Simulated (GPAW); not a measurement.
Cu:

```xyz
1
Lattice="0.0000 1.8075 1.8075 1.8075 0.0000 1.8075 1.8075 1.8075 0.0000" Properties=species:S:1:pos:R:3 pbc="T T T"
Cu    0.0000    0.0000    0.0000
```

Base run:

- Program: GPAW 26.7.0
- Functional: BLYP
- Potentials or basis: PAW data sets generated in the run's folder for this functional
- Cutoff: 600 eV
- Basis: pw
- k mesh: 13 × 13 × 13
- Occupations: fermi-dirac, width 0.05 eV
- Spin: no spin polarisation

Its results: pressure 10.1 GPa.

**Question.** The run is repeated on the same cell with these changes: functional from BLYP to AM05. What comes out?

**Answer.** Pressure -5.1 GPa.

AM05 binds more tightly than BLYP, so the same cell stands under less pressure.

Not every run made on this cell is shown here.
